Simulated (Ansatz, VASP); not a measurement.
**Cu: VASP beside Ansatz**

```xyz
1
Lattice="0.0000 1.8430 1.8430 1.8430 0.0000 1.8430 1.8430 1.8430 0.0000" Properties=species:S:1:pos:R:3 pbc="T T T"
Cu    0.0000    0.0000    0.0000
```

Change from the starting cell: volume scaled by 1.06.

Alike in both runs: task single point; functional r2SCAN; k mesh 13 × 13 × 13; occupations fermi-dirac, width 0.05 eV; no spin polarisation.

|  | VASP | Ansatz |
| --- | --- | --- |
| version | VASP 6.6.1 | Ansatz 0.2.0 |
| potentials or method | VASP PAW PBE potentials, release 64 (Cu) | Ansatz PAW |
| plane-wave cutoff (eV) | 520 | 500 |
| valence electrons in the cell | 11 | 19 |

```csv
,VASP,Ansatz,Ansatz less VASP
gap on the k mesh at the Fermi level (eV),none,none,-
pressure (GPa),-11.3,-11.8,-0.51
```

A gap of «none» marks a metal or a gap that the smearing closes. The two sets of potentials don't hold the same shells in valence.

Caveats: the PAW data sets were made with another functional, which shifts forces and pressure a little (VASP); the PAW data sets come from PBE, with cores solved anew for the run's functional, which leaves a small shift of forces and pressure (Ansatz).
